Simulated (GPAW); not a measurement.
# ZnS (Wurtzite-2H) (P6_3mc) in GPAW: settings compared, part 3 of 3

GPAW 26.7.0. Earlier steps stand in the parts before.

## 6. Relaxation of cell and atoms, PBEsol, target pressure 2 GPa, at which the enthalpy is minimised

Input file run.py:

```python
from ase import Atoms
from ase.filters import FrechetCellFilter
from ase.io import write
from ase.optimize import BFGS
from ase.units import GPa
from gpaw import GPAW, PW, setup_paths

setup_paths.insert(0, '.')

atoms = Atoms(['Zn', 'Zn', 'S', 'S'],
              cell=[[3.811, 0.0, 0.0],
                    [-1.9055, 3.3004228138, 0.0],
                    [0.0, 0.0, 6.234]],
              scaled_positions=[[0.6666666667, 0.3333333333, 0.5],
                                [0.3333333333, 0.6666666667, 0.0],
                                [0.6666666667, 0.3333333333, 0.885],
                                [0.3333333333, 0.6666666667, 0.385]],
              pbc=True)

calc = GPAW(mode=PW(600),
            xc='PBEsol',
            kpts={'size': (5, 5, 3), 'gamma': True},
            occupations={'name': 'fermi-dirac', 'width': 0.05},
            nbands=31,
            convergence={'density': 1e-05, 'forces': 0.0001},
            maxiter=150,
            txt='gpaw.txt')
atoms.calc = calc
opt = BFGS(FrechetCellFilter(atoms, scalar_pressure=2 * GPa), trajectory='relax.traj', logfile='-')
done = opt.run(fmax=0.02, steps=60)
calc.write('gs.gpw')
write('result.traj', atoms)
print('Converged:', done)
print('Cell:', atoms.cell.cellpar().round(4))
print('Volume:', round(atoms.get_volume(), 4))
print(atoms.get_scaled_positions().round(5))
```

Potentials or basis: PAW data sets generated in the run's folder for this functional, pw.

The run is started by

```sh
> gpaw-setup -f PBEsol S Zn
> OMP_NUM_THREADS=1 python run.py
```

gpaw.txt:

```text
__  _  _
 | _ |_)|_||  |
 |__||  | ||/\| - 26.7.0

Input parameters:
  mode=PW(ecut=600.0),
  convergence={'density': 1e-05, 'forces': 0.0001},
  kpts=MonkhorstPack(size=(5, 5, 3), gamma=True),
  maxiter=150,
  nbands=31,
  occupations=Occupations(name='fermi-dirac', width=0.05),
  xc=XC(name='PBEsol')

Diagonalizing LCAO Hamiltonian
Converting LCAO to pw mode

            S

            Zn
        S

        Zn

Atoms  # Å, Bohr magnetons
|   | symbol |         x |        y |        z |    initial magnetic moments |
|---|--------|-----------|----------|----------|-----------------------------|
| 0 |     Zn |  1.905500 | 1.100141 | 3.117000 | ( 0.0000,  0.0000,  0.0000) |
| 1 |     Zn | -0.000000 | 2.200282 | 0.000000 | ( 0.0000,  0.0000,  0.0000) |
| 2 |      S |  1.905500 | 1.100141 | 5.517090 | ( 0.0000,  0.0000,  0.0000) |
| 3 |      S | -0.000000 | 2.200282 | 2.400090 | ( 0.0000,  0.0000,  0.0000) |
[... 210 lines left out ...]
Gap: 2.103 eV
Transition (v -> c):
  (s=0, k=0, n=17, [0.00, 0.00, 0.00]) -> (s=0, k=0, n=18, [0.00, 0.00, 0.00])
No difference between direct/indirect transitions

Stress tensor  # eV/Ang^3
|        x |         y |         z |
|----------|-----------|-----------|
| 0.003692 |  0.000000 |  0.000000 |
| 0.000000 |  0.003692 | -0.000000 |
| 0.000000 | -0.000000 |  0.016075 |

Forces  # eV/Ang
|       x |       y |        z |
|---------|---------|----------|
| 0.00000 | 0.00000 |  0.31544 |  # Zn   0
| 0.00000 | 0.00000 |  0.31547 |  # Zn   1
| 0.00000 | 0.00000 | -0.31543 |  # S    2
| 0.00000 | 0.00000 | -0.31543 |  # S    3

Interpolating wave functions to new cell

            S

            Zn
        S
[... 231 lines left out ...]
Forces  # eV/Ang
|        x |        y |        z |
|----------|----------|----------|
| -0.00000 |  0.00000 |  0.27700 |  # Zn   0
|  0.00000 |  0.00000 |  0.27696 |  # Zn   1
| -0.00000 |  0.00000 | -0.27693 |  # S    2
|  0.00000 | -0.00000 | -0.27694 |  # S    3

Interpolating wave functions to new cell

           S

        S  Zn

        Zn

Atoms  # Å, Bohr magnetons
|   | symbol |         x |        y |        z |    initial magnetic moments |
|---|--------|-----------|----------|----------|-----------------------------|
| 0 |     Zn |  1.884416 | 1.087968 | 3.099995 | ( 0.0000,  0.0000,  0.0000) |
| 1 |     Zn | -0.000000 | 2.175936 | 0.041034 | ( 0.0000,  0.0000,  0.0000) |
| 2 |      S |  1.884416 | 1.087968 | 5.373324 | ( 0.0000,  0.0000,  0.0000) |
| 3 |      S | -0.000000 | 2.175936 | 2.314366 | ( 0.0000,  0.0000,  0.0000) |

Unit cell  # Å
| periodic |         x |        y |         z |  lengths |     angles |
|----------|-----------|----------|-----------|----------|------------|
|      yes |  3.768832 | 0.000000 |  0.000000 | 3.768832 |  90.000000 |
|      yes | -1.884416 | 3.263904 | -0.000000 | 3.768832 |  90.000000 |
|      yes | -0.000000 | 0.000000 |  6.117913 | 6.117913 | 120.000000 |

Number of symmetries: 6
Symmetry operations  # r_c * U_cc + t_c -> r_c
|   | kind |            matrix            |
|---|------|------------------------------|
| 0 |  σ   |  1, 1, 0,  0,-1, 0,  0, 0, 1 |
| 1 |  E   |  1, 0, 0,  0, 1, 0,  0, 0, 1 |
| 2 |  C3  |  0, 1, 0, -1,-1, 0,  0, 0, 1 |
| 3 |  σ   |  0,-1, 0, -1, 0, 0,  0, 0, 1 |
| 4 |  σ   | -1, 0, 0,  1, 1, 0,  0, 0, 1 |
| 5 |  C3  | -1,-1, 0,  1, 0, 0,  0, 0, 1 |
[... 441 lines left out ...]
Stress tensor  # eV/Ang^3
|         x |         y |         z |
|-----------|-----------|-----------|
| -0.005123 | -0.000000 |  0.000000 |
| -0.000000 | -0.005123 |  0.000000 |
|  0.000000 | -0.000000 | -0.012079 |

Forces  # eV/Ang
|       x |       y |        z |
|---------|---------|----------|
| 0.00000 | 0.00000 | -0.03587 |  # Zn   0
| 0.00000 | 0.00000 | -0.03580 |  # Zn   1
| 0.00000 | 0.00000 |  0.03581 |  # S    2
| 0.00000 | 0.00000 |  0.03580 |  # S    3

Interpolating wave functions to new cell

           S

           Zn
        S

        Zn

Atoms  # Å, Bohr magnetons
|   | symbol |         x |        y |        z |    initial magnetic moments |
|---|--------|-----------|----------|----------|-----------------------------|
| 0 |     Zn |  1.886341 | 1.089080 | 3.101794 | ( 0.0000,  0.0000,  0.0000) |
| 1 |     Zn | -0.000000 | 2.178159 | 0.031622 | ( 0.0000,  0.0000,  0.0000) |
| 2 |      S |  1.886341 | 1.089080 | 5.402583 | ( 0.0000,  0.0000,  0.0000) |
| 3 |      S | -0.000000 | 2.178159 | 2.332412 | ( 0.0000,  0.0000,  0.0000) |

Unit cell  # Å
| periodic |         x |        y |         z |  lengths |     angles |
|----------|-----------|----------|-----------|----------|------------|
|      yes |  3.772683 | 0.000000 | -0.000000 | 3.772683 |  90.000000 |
|      yes | -1.886341 | 3.267239 |  0.000000 | 3.772683 |  90.000000 |
|      yes | -0.000000 | 0.000000 |  6.140340 | 6.140340 | 120.000000 |

Number of symmetries: 6
Symmetry operations  # r_c * U_cc + t_c -> r_c
|   | kind |            matrix            |
|---|------|------------------------------|
| 0 |  σ   |  1, 1, 0,  0,-1, 0,  0, 0, 1 |
| 1 |  E   |  1, 0, 0,  0, 1, 0,  0, 0, 1 |
| 2 |  C3  |  0, 1, 0, -1,-1, 0,  0, 0, 1 |
| 3 |  σ   |  0,-1, 0, -1, 0, 0,  0, 0, 1 |
| 4 |  σ   | -1, 0, 0,  1, 1, 0,  0, 0, 1 |
| 5 |  C3  | -1,-1, 0,  1, 0, 0,  0, 0, 1 |
[... 463 lines left out ...]
Atoms  # Å, Bohr magnetons
|   | symbol |         x |        y |        z |    initial magnetic moments |
|---|--------|-----------|----------|----------|-----------------------------|
| 0 |     Zn |  1.879066 | 1.084879 | 3.098124 | ( 0.0000,  0.0000,  0.0000) |
| 1 |     Zn | -0.000000 | 2.169758 | 0.030050 | ( 0.0000,  0.0000,  0.0000) |
| 2 |      S |  1.879066 | 1.084879 | 5.400458 | ( 0.0000,  0.0000,  0.0000) |
| 3 |      S | -0.000000 | 2.169758 | 2.332373 | ( 0.0000,  0.0000,  0.0000) |

Unit cell  # Å
| periodic |         x |         y |        z |  lengths |     angles |
|----------|-----------|-----------|----------|----------|------------|
|      yes |  3.758132 | -0.000000 | 0.000000 | 3.758132 |  90.000000 |
|      yes | -1.879066 |  3.254637 | 0.000000 | 3.758132 |  90.000000 |
|      yes |  0.000000 |  0.000000 | 6.136154 | 6.136154 | 120.000000 |

Number of symmetries: 6
Symmetry operations  # r_c * U_cc + t_c -> r_c
|   | kind |            matrix            |
|---|------|------------------------------|
| 0 |  σ   |  1, 1, 0,  0,-1, 0,  0, 0, 1 |
| 1 |  E   |  1, 0, 0,  0, 1, 0,  0, 0, 1 |
| 2 |  C3  |  0, 1, 0, -1,-1, 0,  0, 0, 1 |
| 3 |  σ   |  0,-1, 0, -1, 0, 0,  0, 0, 1 |
| 4 |  σ   | -1, 0, 0,  1, 1, 0,  0, 0, 1 |
| 5 |  C3  | -1,-1, 0,  1, 0, 0,  0, 0, 1 |
[... 194 lines left out ...]
Stress tensor  # eV/Ang^3
|         x |         y |         z |
|-----------|-----------|-----------|
| -0.012087 |  0.000000 | -0.000000 |
|  0.000000 | -0.012087 |  0.000000 |
| -0.000000 |  0.000000 | -0.014894 |

Forces  # eV/Ang
|        x |       y |        z |
|----------|---------|----------|
| -0.00000 | 0.00000 |  0.00978 |  # Zn   0
| -0.00000 | 0.00000 |  0.00974 |  # Zn   1
| -0.00000 | 0.00000 | -0.00979 |  # S    2
|  0.00000 | 0.00000 | -0.00974 |  # S    3

Interpolating wave functions to new cell

           S

           Zn
        S
[... 221 lines left out ...]
Stress tensor  # eV/Ang^3
|         x |         y |         z |
|-----------|-----------|-----------|
| -0.012296 |  0.000000 |  0.000000 |
|  0.000000 | -0.012296 |  0.000000 |
|  0.000000 |  0.000000 | -0.014151 |

Forces  # eV/Ang
|       x |        y |        z |
|---------|----------|----------|
| 0.00000 |  0.00000 |  0.01984 |  # Zn   0
| 0.00000 |  0.00000 |  0.01977 |  # Zn   1
| 0.00000 | -0.00000 | -0.01993 |  # S    2
| 0.00000 |  0.00000 | -0.01980 |  # S    3

Interpolating wave functions to new cell

           S

           Zn
        S
[... 222 lines left out ...]
Stress tensor  # eV/Ang^3
|         x |         y |         z |
|-----------|-----------|-----------|
| -0.012486 | -0.000000 | -0.000000 |
|  0.000000 | -0.012486 |  0.000000 |
|  0.000000 |  0.000000 | -0.013309 |

Forces  # eV/Ang
|        x |       y |        z |
|----------|---------|----------|
|  0.00000 | 0.00000 |  0.02629 |  # Zn   0
|  0.00000 | 0.00000 |  0.02631 |  # Zn   1
| -0.00000 | 0.00000 | -0.02625 |  # S    2
| -0.00000 | 0.00000 | -0.02631 |  # S    3

Interpolating wave functions to new cell

           S

           Zn
        S
[... 162 lines left out ...]
SCF iterations
|iter     | |      energy | eigst |  dens |force |
|---------|-|-------------|-------|-------|------|
|iter:   1| |  -15.285867 | -2.32 |       |      |
|iter:   2| |  -15.285828 | -4.28 | -2.93 |      |
|iter:   3| |  -15.285523c| -4.46 | -2.97 |      |
|iter:   4| |  -15.285520c| -6.49 | -3.62 |      |
|iter:   5| |  -15.285520c| -7.25 | -4.02 |      |
|iter:   6| |  -15.285520c| -7.96c| -4.68 |      |
|iter:   7| |  -15.285520c| -8.97c| -4.94 |      |
|iter:   8| |  -15.285520c| -7.92c| -5.76c|      |
|iter:   9| |  -15.285520c| -8.43c| -6.09c|-3.68 |
|iter:  10| |  -15.285520c|-10.05c| -6.56c|-4.29c|

Converged in 10 steps
Energy contributions relative to reference atoms: (reference = -119325.889879)

Energy contributions:
  Kinetic:          21.772336
  Coulomb:         -17.843513
  Zero:              0.066967
  External:          0.000000
  Xc:              -19.281310
  Entropy:          -0.000000
  Spinorbit:         0.000000
  ----------------------------
  Free energy:     -15.285520
  Extrapolated:    -15.285520
[... 277 lines left out ...]
Stress tensor  # eV/Ang^3
|         x |         y |         z |
|-----------|-----------|-----------|
| -0.012649 | -0.000000 |  0.000000 |
| -0.000000 | -0.012649 |  0.000000 |
| -0.000000 |  0.000000 | -0.011951 |

Forces  # eV/Ang
|       x |        y |        z |
|---------|----------|----------|
| 0.00000 |  0.00000 |  0.01389 |  # Zn   0
| 0.00000 | -0.00000 |  0.01400 |  # Zn   1
| 0.00000 |  0.00000 | -0.01378 |  # S    2
| 0.00000 |  0.00000 | -0.01400 |  # S    3

# Writing to gs.gpw (mode='')
```

Run time: 3.6 min. Hardware: 1 thread of Arm Neoverse V1, shared host; peak memory 0.26 GiB.

Results:

* Free energy: -15.2858 eV
* Relaxed volume: 18.78 Å³/atom
* Relaxed cell: a = 3.753 Å, b = 3.753 Å, c = 6.159 Å, α = 90.00°, β = 90.00°, γ = 120.00°
* Space group after relaxing (to 0.05 Å): P6_3mc (No. 186)
* Energy change on relaxing (the enthalpy is what falls): -3.9 meV/atom
* Ionic steps: 11
* Pressure after relaxing: 2.0 GPa
* Largest force after relaxing: 0.014 eV/Å
* Band gap on the k mesh: 2.25 eV, direct

Forces on the atoms (eV/Å):
```
Zn   0.000  0.000  0.014
Zn   0.000  0.000  0.014
S    0.000  0.000 -0.014
S    0.000  0.000 -0.014
```

Step by step:
```csv
step,energy change (eV),largest force (eV/Å),pressure (GPa),volume (Å³)
1,0.0000,0.3155,-1.25,78.41
2,-0.0080,0.2770,-0.98,78.08
3,-0.0099,0.1996,1.89,75.26
4,-0.0216,0.0359,1.19,75.84
5,-0.0204,0.0378,1.37,75.69
6,-0.0142,0.0034,2.07,75.06
7,-0.0142,0.0098,2.09,75.05
8,-0.0144,0.0199,2.07,75.07
9,-0.0148,0.0263,2.04,75.09
10,-0.0153,0.0257,2.01,75.11
11,-0.0155,0.0140,1.99,75.13
```

Final structure:
```yaml
crystal:
  lattice:
    - [3.75287, 0.00000, 0.00000]
    - [-1.87643, 3.25008, 0.00000]
    - [0.00000, 0.00000, 6.15935]
  atoms:
    - { symbol: Zn, position: [0.66667, 0.33333, 0.50536] }
    - { symbol: Zn, position: [0.33333, 0.66667, 0.00536] }
    - { symbol: S, position: [0.66667, 0.33333, 0.87964] }
    - { symbol: S, position: [0.33333, 0.66667, 0.37964] }
```

Caveat: later steps reuse the first step's grids. As with any semilocal functional, this PBEsol gap is likely too small.

## 7. The runs side by side

```tsv
task	level	potentials or basis	cell	k mesh	cutoff (eV)	maxiter	optimizer	fmax	max steps	convergence	other keys	mesh quality	gap on the mesh (eV)	pressure (GPa)	relaxed volume (Å³/atom)	largest force (eV/Å)
relaxation of cell and atoms	PBE+D4	GPAW PAW data sets (gpaw-data 1.2.1), pw	relaxed	6 × 6 × 3	600	150	LBFGS	0.02 eV/Å	100	-	-	not flagged	2.23	0.0	19.47	-
single point	PBE	GPAW PAW data sets (gpaw-data 1.2.1), pw	as given	6 × 6 × 3	500	75	-	-	-	-	several, not listed	not flagged	2.24	2.2	-	0.33
single point	PBE	GPAW PAW data sets (gpaw-data 1.2.1), pw	as given	4 × 4 × 3	600	60	-	-	-	-	several, not listed	coarse	2.24	2.5	-	0.34
relaxation of cell and atoms	PBEsol	PAW data sets generated in the run's folder for this functional, pw	relaxed	5 × 5 × 3	600	150	BFGS	0.02 eV/Å	60	density=1e-05 forces=0.0001	-	not flagged	2.16	0.1	19.21	0.02
relaxation of cell and atoms	PBEsol	PAW data sets generated in the run's folder for this functional, pw	relaxed to 2 GPa	5 × 5 × 3	600	150	BFGS	0.02 eV/Å	60	density=1e-05 forces=0.0001	-	not flagged	2.25	2.0	-	0.01
```

Alike in all rows: no spin polarisation; smearing fermi-dirac 0.05 eV.

Caveats: some runs use coarse meshes; later steps reuse the first step's grids (some runs); the cutoff is short for stress and forces, so pressures can be off by a GPa or more (some runs).

Total energies depend on the potentials used, so only differences within one code and one set of settings carry meaning.
